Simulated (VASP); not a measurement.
# PbO2 (P4_2/mnm) in VASP: a series of runs

Aim: see how the results for PbO2 move with the level of theory and the settings. Levels: PBE, PBEsol. Tasks: single point, relaxation of cell and atoms.

Program: VASP 6.6.1. These are calculated values, not measurements. Logs are shortened: lines on timing, memory, paths and dates and some standing lists are left out, and cuts for length are marked.

## Step 1: The crystal as given

The structure is tetragonal, space group P4_2/mnm (No. 136). Conventional cell: a = 4.995 Å, b = 4.995 Å, c = 3.409 Å, α = 90.00°, β = 90.00°, γ = 90.00°. Around Pb (site symmetry mmm) lie 6 O at 2.17 to 2.18 Å. O (site symmetry m2m) is surrounded by 3 Pb at 2.17 to 2.18 Å.

The cell is a database's computed one.

## Step 2: Single point, PBE

INCAR reads:

```
PREC = Accurate
ENCUT = 520
EDIFF = 1E-5
ISMEAR = 0
SIGMA = 0.05
LREAL = F
LASPH = T
NELM = 100
ALGO = Normal
ISIF = 2
LWAVE = F
LCHARG = F
GGA = PE
NBANDS = 35
ADDGRID = F
```

KPOINTS reads:

```
Automatic mesh
0
Gamma
  7 7 10
```

POSCAR reads:

```
PbO2
1.0
    4.9949598700      0.0000000000      0.0000000000
    0.0000000000      4.9949598700      0.0000000000
    0.0000000000      0.0000000000      3.4090009600
Pb O
2 4
Direct
    0.5175770000      0.5007910000      0.5028200000
    0.0129580000     -0.0117040000      0.0109900000
    0.7036620000      0.6924090000     -0.0374160000
    0.7959230000      0.2115040000      0.5180980000
    0.1912700000      0.8094450000      0.4867220000
    0.3225660000      0.3117300000     -0.0012840000
```

Potentials or basis: VASP PAW PBE potentials, release 64 (Pb_d, O).

The run is started by

```bash
$ cat potpaw_PBE.64/Pb_d/POTCAR potpaw_PBE.64/O/POTCAR > POTCAR
$ mpirun -np 1 vasp_std > vasp.out
```

OUTCAR:

```text
PREC = Accurate
   ENCUT = 520
   EDIFF = 1E-5
   ISMEAR = 0
   LREAL = F
   LASPH = T
   NELM = 100
   ISIF = 2
   GGA = PE

 Found    246 irreducible k-points:

 Following reciprocal coordinates:
            Coordinates               Weight
  0.000000  0.000000  0.000000      1.000000
  0.142857  0.000000  0.000000      2.000000
  0.000000  0.142857  0.000000      2.000000
  0.285714  0.000000  0.000000      2.000000
  0.000000  0.285714  0.000000      2.000000
  0.428571  0.000000  0.000000      2.000000
   k-points           NKPTS =    246   k-points in BZ     NKDIM =    246   number of bands    NBANDS=     35
   number of dos      NEDOS =    301   number of ions     NIONS =      6
   total plane-waves  NPLWV =  44800
   dimension x,y,z NGX =    40 NGY =   40 NGZ =   28
   dimension x,y,z NGXF=    80 NGYF=   80 NGZF=   56
   ions per type =               2   4
   NGX,Y,Z   is equivalent  to a cutoff of  13.31, 13.31, 13.65 a.u.
   NGXF,Y,Z  is equivalent  to a cutoff of  26.63, 26.63, 27.31 a.u.
 SYSTEM =  unknown system
   PREC   = accura    normal or accurate (medium, high low for compatibility)
   ISTART =      0    job   : 0-new  1-cont  2-samecut
   ICHARG =      2    charge: 1-file 2-atom 10-const
   ISPIN  =      1    spin polarized calculation?
   LNONCOLLINEAR =      F non collinear calculations
   LSORBIT =      F    spin-orbit coupling
   LASPH  =      T    aspherical Exc in radial PAW
   ENCUT  =  520.0 eV  38.22 Ry    6.18 a.u.   9.29  9.29  6.34*2*pi/ulx,y,z
   NELM   =    100;   NELMIN=  2; NELMDL= -5     # of ELM steps
   EDIFF  = 0.1E-04   stopping-criterion for ELM
   LREAL  =      F    real-space projection
   EDIFFG = 0.1E-03   stopping-criterion for IOM
   NSW    =      0    number of steps for IOM
   IBRION =     -1    ionic relax: 0-MD 1-quasi-New 2-CG
   NFREE  =      0    steps in history (QN), initial steepest desc. (CG)
   ISIF   =      2    stress and relaxation
   ISYM   =      2    0-nonsym 1-usesym 2-fastsym
   POTIM  = 0.5000    time-step for ionic-motion
   TEBEG  =    0.0;   TEEND  =   0.0 temperature during run
   PSTRESS=    0.0 pullay stress
   NELECT =      52.0000    total number of electrons
   NUPDOWN=      -1.0000    fix difference up-down
   EMIN   =  10.00;   EMAX   =-10.00  energy-range for DOS
   EFERMI =   0.00;   METHOD = LEGACY
   ISMEAR =     0;   SIGMA  =   0.05  broadening in eV -4-tet -1-fermi 0-gaus
   EFERMI_NEDOS =   21; number of points for ismear=-14 and -15
   IALGO  =     38    algorithm
   IMIX   =      4    mixing-type and parameters
     AMIX     =   0.40;   BMIX     =  1.00
     AMIX_MAG =   1.60;   BMIX_MAG =  1.00
  volume/ion in A,a.u.               =      14.18        95.66
  Fermi-wavevector in a.u.,A,eV,Ry     =   1.389458  2.625696 26.267337  1.930595
  Thomas-Fermi vector in A             =   2.513487
   LORBIT       =      0    0 simple, 1 ext, 2 COOP (PROOUT), +10 PAW based schemes
   GGA     = PE    functional components
   LHFCALC =     F    Hartree Fock is set to
   AEXX    =    0.0000 exact exchange contribution
   IVDW    =     0    specifies the selected vdW correction
   LEPSILON=     F    determine dielectric tensor
   LRPA    =     F    only Hartree local field effects (RPA)
 non-spin polarized calculation
 Gauss-broadening in eV      SIGMA  =   0.05
  energy-cutoff  :      520.00
  volume of cell :       85.05
 maximum number of plane-waves:      2317
 NGX is ok and might be reduce to    40
   NGX = 19   NGY = 19   NGZ = 13

 number of electron      51.9999997 magnetization

 Free energy of the ion-electron system (eV)
  ---------------------------------------------------
  ext. energy  EPLUGINS =         0.00000000
  ---------------------------------------------------
  free energy    TOTEN  =       -31.32539572 eV

  energy without entropy =      -31.32480543  energy(sigma->0) =      -31.32510058

 E-fermi :   4.2387     XC(G=0): -10.6010

 val. band max:        4.2105379572   @ k =   0.0000  -0.1429   0.1000
 cond. band min:       4.2533935263   @ k =   0.0000   0.1429   0.0000
 fundamental gap:      0.0428555691
 Fermi energy:         4.2387398217

 k-point     1 :       0.0000    0.0000    0.0000
  band No.  band energies     occupation
      1     -14.1823      2.00000
      2     -14.0608      2.00000
      3     -12.7177      2.00000
      4     -12.3494      2.00000
      5     -11.2509      2.00000
      6     -11.1965      2.00000
[... 27 lines left out ...]
     34      15.7249      0.00000
     35      16.0717      0.00000

 k-point     2 :       0.1429    0.0000    0.0000
  band No.  band energies     occupation
      1     -14.1358      2.00000
      2     -14.0281      2.00000
      3     -12.8276      2.00000
      4     -12.4669      2.00000
      5     -11.2109      2.00000
      6     -11.1655      2.00000
[... 27 lines left out ...]
     34      15.8048      0.00000
     35      16.0672      0.00000

 k-point     3 :       0.0000    0.1429    0.0000
  band No.  band energies     occupation
      1     -14.1361      2.00000
      2     -14.0280      2.00000
      3     -12.8288      2.00000
      4     -12.4645      2.00000
      5     -11.2114      2.00000
      6     -11.1674      2.00000
[... 27 lines left out ...]
     34      15.7584      0.00000
     35      16.0956      0.00000

 k-point     4 :       0.2857    0.0000    0.0000
  band No.  band energies     occupation
      1     -14.0140      2.00000
      2     -13.9361      2.00000
      3     -13.0637      2.00000
      4     -12.7126      2.00000
      5     -11.1995      2.00000
      6     -11.1171      2.00000
[... 27 lines left out ...]
     34      15.9672      0.00000
     35      16.3032      0.00000

 k-point     5 :       0.0000    0.2857    0.0000
  band No.  band energies     occupation
      1     -14.0140      2.00000
      2     -13.9367      2.00000
      3     -13.0660      2.00000
      4     -12.7075      2.00000
      5     -11.1996      2.00000
      6     -11.1207      2.00000
[... 27 lines left out ...]
     34      16.0587      0.00000
     35      16.2111      0.00000

 k-point     6 :       0.4286    0.0000    0.0000
  band No.  band energies     occupation
      1     -13.8859      2.00000
      2     -13.8242      2.00000
      3     -13.2660      2.00000
      4     -12.9284      2.00000
      5     -11.1946      2.00000
      6     -11.0947      2.00000
[... 27 lines left out ...]
     34      16.0626      0.00000
     35      16.3380      0.00000

 [... further k-points ...]

------------------------ aborting loop because EDIFF is reached ----------------------------------------

  FORCE on cell =-STRESS in cart. coord.  units (eV):
  Direction    XX          YY          ZZ          XY          YZ          ZX
  --------------------------------------------------------------------------------------
  -------------------------------------------------------------------------------------
  Total        4.2012888      4.2828885      5.0015180     -1.1146505      0.0187472      1.1952850
  in kB       79.1410834     80.6782045     94.2152678    -20.9970445      0.3531482     22.5159830
  external PRESSURE =      84.6781853 kB  Pullay stress =       0.0000000 kB

 VOLUME and BASIS-vectors are now :
 -----------------------------------------------------------------------------
  energy-cutoff  :      520.00
  volume of cell :       85.05
      direct lattice vectors                 reciprocal lattice vectors
     4.994959870  0.000000000  0.000000000     0.200201809  0.000000000  0.000000000
     0.000000000  4.994959870  0.000000000     0.000000000  0.200201809  0.000000000
     0.000000000  0.000000000  3.409000960     0.000000000  0.000000000  0.293341073

 POSITION                                       TOTAL-FORCE (eV/Angst)
 -----------------------------------------------------------------------------------
      2.58528      2.50143      1.71411        -1.754449      0.697746     -1.366541
      0.06472      4.93650      0.03746        -0.750428      1.872467     -0.894267
      3.51476      3.45856      3.28145         0.241084      0.678313      1.434792
      3.97560      1.05645      1.76620         2.234801     -2.288707     -0.291440
      0.95539      4.04315      1.65924         0.715467     -0.621634      0.870682
      1.61120      1.55708      3.40462        -0.686475     -0.338184      0.246773
 -----------------------------------------------------------------------------------
    total drift:                               -0.000713      0.001330     -0.000407

  FREE ENERGIE OF THE ION-ELECTRON SYSTEM (eV)
  ---------------------------------------------------
  free  energy   TOTEN  =       -31.3253957198 eV

  energy  without entropy=      -31.3248054312  energy(sigma->0) =      -31.32510058
```

It took 5.9 min on 1 thread of Intel Xeon Platinum 8488C (Sapphire Rapids), shared host; peak memory 0.62 GiB.

The run converged, but some of its settings lie outside the range that counts as converged, so its numbers aren't taken as properties of the crystal.

What came out:

```
Free energy            : -31.3254 eV
Pressure               : 8.5 GPa
Largest force          : 3.212 eV/Å
Band gap on the k mesh : 0.04 eV, indirect (least direct gap 0.07 eV)
```

Caveat: spin-orbit coupling is left out, which as a rule narrows the gap of such compounds by several tenths of an eV; an odd mesh through Γ misses points on the zone boundary, where band edges often lie.

## Step 3: Single point, PBE

Edit INCAR of step 2 so:

```diff
@@ -1,4 +1,4 @@
 PREC = Accurate
-ENCUT = 520
-EDIFF = 1E-5
+ENCUT = 460
+EDIFF = 1E-7
 ISMEAR = 0
```

KPOINTS reads:

```
Automatic mesh
0
Gamma
  8 8 11
```

POSCAR reads:

```
PbO2
1.0
    4.9949598700      0.0000000000      0.0000000000
    0.0000000000      4.9949598700      0.0000000000
    0.0000000000      0.0000000000      3.4090009600
Pb O
2 4
Direct
    0.5000000000      0.5000000000      0.5000000000
    0.0000000000      0.0000000000      0.0000000000
    0.6925710400      0.6925710400      0.0000000000
    0.8074289600      0.1925710400      0.5000000000
    0.1925710400      0.8074289600      0.5000000000
    0.3074289600      0.3074289600      0.0000000000
```

Potentials or basis: VASP PAW PBE potentials, release 64 (Pb_d, O).

The run is started by

```bash
$ cat potpaw_PBE.64/Pb_d/POTCAR potpaw_PBE.64/O/POTCAR > POTCAR
$ mpirun -np 1 vasp_std > vasp.out
```

Run time: 90 s. Hardware: 1 thread of Intel Xeon Platinum 8488C (Sapphire Rapids), shared host; peak memory 0.29 GiB.

The run converged, but some of its settings lie outside the range that counts as converged, so its numbers aren't taken as properties of the crystal.

Results:

- Free energy: -31.8077 eV
- Pressure: 5.3 GPa
- Largest force: 0.049 eV/Å
- Band gap on the k mesh: 0.05 eV, indirect (least direct gap 0.14 eV)

Caveat: the cutoff is under 1.25 times the usual one of these potentials, so pressure, stress and relaxed cells hold a basis-set (Pulay) error; spin-orbit coupling is left out, which as a rule narrows the gap of such compounds by several tenths of an eV; an odd mesh through Γ misses points on the zone boundary, where band edges often lie.

## Step 4: Single point, PBE

INCAR is that of step 3.

KPOINTS is that of step 3.

POSCAR reads:

```
PbO2
1.0
    4.9949598700      0.0000000000      0.0000000000
    0.0000000000      4.9949598700      0.0000000000
    0.0000000000      0.0000000000      3.4090009600
Pb O
2 4
Direct
    0.5175770000      0.5007910000      0.5028200000
    0.0129580000     -0.0117040000      0.0109900000
    0.7036620000      0.6924090000     -0.0374160000
    0.7959230000      0.2115040000      0.5180980000
    0.1912700000      0.8094450000      0.4867220000
    0.3225660000      0.3117300000     -0.0012840000
```

The run is started by

```bash
$ cat potpaw_PBE.64/Pb_d/POTCAR potpaw_PBE.64/O/POTCAR > POTCAR
$ mpirun -np 1 vasp_std > vasp.out
```

Wall time 6.7 min (1 thread of Intel Xeon Platinum 8488C (Sapphire Rapids), shared host); peak memory 0.68 GiB.

The run converged, but some of its settings lie outside the range that counts as converged, so its numbers aren't taken as properties of the crystal.

Results:

- Free energy: -31.3382 eV
- Pressure: 7.8 GPa
- Largest force: 3.217 eV/Å
- Band gap on the k mesh: 0.04 eV, indirect (least direct gap 0.14 eV)

Caveat: the cutoff is under 1.25 times the usual one of these potentials, so pressure, stress and relaxed cells hold a basis-set (Pulay) error; spin-orbit coupling is left out, which as a rule narrows the gap of such compounds by several tenths of an eV; an odd mesh through Γ misses points on the zone boundary, where band edges often lie.

## Step 5: Relaxation of cell and atoms, PBEsol

INCAR reads:

```
ALGO     = Normal         # electronic algorithm
EDIFF    = 1E-6           # SCF threshold, eV
EDIFFG   = -0.02          # ionic threshold
ENCUT    = 600            # plane-wave cutoff, eV
GGA      = PS             # functional
IBRION   = 2              # ionic algorithm
ISIF     = 3              # what is computed and relaxed
ISMEAR   = 0              # smearing method
KPAR     = 2            
LASPH    = True           # aspherical terms in the spheres
LCHARG   = False          # write CHGCAR
LREAL    = False          # projectors in reciprocal space
LWAVE    = False          # write WAVECAR
NELM     = 80             # most SCF steps
NSW      = 40             # ionic steps
PREC     = Accurate       # precision mode
SIGMA    = 0.02           # smearing width, eV
```

KPOINTS reads:

```
k-points
0
Gamma
  6 6 8
```

POSCAR reads:

```
PbO2
1.0
    4.9949598700      0.0000000000      0.0000000000
    0.0000000000      4.9949598700      0.0000000000
    0.0000000000      0.0000000000      3.4090009600
Pb O
2 4
Direct
    0.5000000000      0.5000000000      0.5000000000
    0.0000000000      0.0000000000      0.0000000000
    0.6925710400      0.6925710400      0.0000000000
    0.8074289600      0.1925710400      0.5000000000
    0.1925710400      0.8074289600      0.5000000000
    0.3074289600      0.3074289600      0.0000000000
```

The run is started by

```bash
$ cat potpaw_PBE.64/Pb_d/POTCAR potpaw_PBE.64/O/POTCAR > POTCAR
$ mpirun -np 2 vasp_std > vasp.out
```

It took 67 s on 2 MPI ranks of Intel Xeon 6975P-C (Granite Rapids), shared host; peak memory 0.28 GiB.

Results (log left out):

```yaml
Free_energy: -34.0730 eV
Relaxed_volume: 14.21 Å³/atom
Relaxed_cell: a = 4.999 Å, b = 4.999 Å, c = 3.413 Å, α = 90.00°, β = 90.00°, γ = 90.00°
Space_group_after_relaxing_to_0.05_Å: P4_2/mnm (No. 136)
Energy_gained_by_relaxing: 0.0 meV/atom
Ionic_steps: 3
Pressure_after_relaxing: 0.0 GPa
Largest_force_after_relaxing: 0.012 eV/Å
Band_gap_on_the_k_mesh: 0.06 eV, indirect (least direct gap 0.10 eV)
```

Forces on the atoms (eV/Å):
```
Pb   0.000  0.000  0.000
Pb   0.000  0.000  0.000
O   -0.008 -0.008  0.000
O    0.008 -0.008  0.000
O   -0.008  0.008  0.000
O    0.008  0.008  0.000
```

Step by step:
| step | energy change (eV) | largest force (eV/Å) | pressure (GPa) | volume (Å³) |
| --- | --- | --- | --- | --- |
| 1 | 0.0000 | 0.0100 | 0.32 | 85.05 |
| 2 | -0.0001 | 0.0126 | -0.25 | 85.41 |
| 3 | -0.0002 | 0.0116 | -0.02 | 85.26 |

Final structure:
```cif
data_structure
_symmetry_space_group_name_H-M 'P 1'
_symmetry_Int_Tables_number 1
_cell_length_a 4.9985
_cell_length_b 4.9985
_cell_length_c 3.4125
_cell_angle_alpha 90.000
_cell_angle_beta 90.000
_cell_angle_gamma 90.000
_cell_volume 85.26
loop_
_atom_site_label
_atom_site_type_symbol
_atom_site_fract_x
_atom_site_fract_y
_atom_site_fract_z
_atom_site_occupancy
Pb1 Pb 0.50000 0.50000 0.50000 1
Pb2 Pb 0.00000 0.00000 0.00000 1
O1 O 0.69253 0.69253 0.00000 1
O2 O 0.80747 0.19253 0.50000 1
O3 O 0.19253 0.80747 0.50000 1
O4 O 0.30747 0.30747 0.00000 1
```

Levels at points of the mesh, in eV from the valence-band top:
| k point | band 22 | band 23 | band 24 | band 25 | band 26 | band 27 | band 28 | band 29 | band 30 | band 31 |
| --- | --- | --- | --- | --- | --- | --- | --- | --- | --- | --- |
| (0.00, 0.00, 0.00) | -0.67 | -0.61 | -0.61 | -0.59 | -0.59 | 0.10 | 4.16 | 5.73 | 5.73 | 9.48 |
| (0.50, 0.00, 0.00) | -1.33 | -0.65 | -0.65 | -0.37 | -0.37 | 2.35 | 2.35 | 6.34 | 6.34 | 9.64 |
| (0.50, 0.50, 0.00) | -1.58 | -0.66 | -0.66 | -0.47 | -0.47 | 2.76 | 2.76 | 6.63 | 6.63 | 9.98 |
| (0.00, 0.00, 0.50) | -2.02 | -1.11 | -1.11 | -0.77 | -0.77 | 3.68 | 3.68 | 8.73 | 8.73 | 9.53 |
| (0.50, 0.00, 0.50) | -1.07 | -0.77 | -0.77 | -0.21 | -0.21 | 3.99 | 3.99 | 7.17 | 7.17 | 9.81 |
| (0.50, 0.50, 0.50) | -1.89 | -0.66 | -0.66 | -0.51 | -0.51 | 2.74 | 2.74 | 8.18 | 8.18 | 9.67 |

Caveat: the PAW data sets were made with another functional, which shifts forces and pressure a little; spin-orbit coupling is left out, which as a rule narrows the gap of such compounds by several tenths of an eV.

## Step 6: The reference run

An earlier run on the cell as given: functional PBEsol; potentials or basis VASP PAW PBE potentials, release 64 (Pb_d, O); cutoff 520 eV; k mesh 6 × 6 × 8; occupations fermi-dirac, width 0.05 eV; no spin polarisation.

- Pressure: 0.5 GPa
- Largest force: 0.006 eV/Å
- Band gap on the k mesh: 0.07 eV, indirect (least direct gap 0.11 eV)
